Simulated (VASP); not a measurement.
Wanted: the native input for a VASP 6.6.1 run.

```yaml
Task: relaxation of cell and atoms
Functional: r2SCAN
Dispersion: rVV10
Potentials_or_basis: VASP PAW PBE potentials, release 64 (Ta_pv)
Cutoff: 520 eV
k_mesh: 18 × 18 × 18
Occupations: gaussian, width 0.1 eV
Spin: no spin polarisation
Further_INCAR_settings: ALGO = Normal; EDIFF = 1e-07; IBRION = 2; EDIFFG = -0.002; NSW = 80; ISIF = 3
```

The structure of Ta lies in POSCAR:

```
Ta
1.0
   -1.6512800000      1.6512800000      1.6512800000
    1.6512800000     -1.6512800000      1.6512800000
    1.6512800000      1.6512800000     -1.6512800000
Ta
1
Direct
    0.0000000000      0.0000000000      0.0000000000
```

One way to write it, as run:

INCAR

```
SYSTEM = Ta
ALGO = Normal
BPARAM = 11.95
CPARAM = 0.0093
EDIFF = 1E-7
EDIFFG = -0.002
ENCUT = 520
IBRION = 2
ISIF = 3
ISMEAR = 0
IVDW_NL = 2
LASPH = .TRUE.
LCHARG = .FALSE.
LMIXTAU = .TRUE.
LREAL = .FALSE.
LUSE_VDW = .TRUE.
LWAVE = .FALSE.
METAGGA = R2SCAN
NELM = 60
NSW = 80
PREC = Accurate
SIGMA = 0.1
```

KPOINTS

```
k-points
0
G
  18 18 18
  0 0 0
```

Potentials or basis: VASP PAW PBE potentials, release 64 (Ta_pv).

Launch:

```sh
$ cat potpaw_PBE.64/Ta_pv/POTCAR > POTCAR
$ mpirun -np 1 vasp_std > vasp.out
```

Results of the run:

* Relaxed volume: 18.00 Å³/atom
* Relaxed cell: a = 2.859 Å, b = 2.859 Å, c = 2.859 Å, α = 109.47°, β = 109.47°, γ = 109.47°
* Space group after relaxing (to 0.05 Å): Im-3m (No. 229)
* Energy gained by relaxing: 0.0 meV/atom
* Ionic steps: 3
* Pressure after relaxing: 0.0 GPa
* Band gap on the k mesh: none (metal or under the smearing width)

Caveat: the PAW data sets were made with another functional, which shifts forces and pressure a little.

Wall time 2.3 min on 1 thread of Intel(R) Xeon(R) 6975P-C (Granite Rapids), on a shared host, peak memory 0.24 GiB.
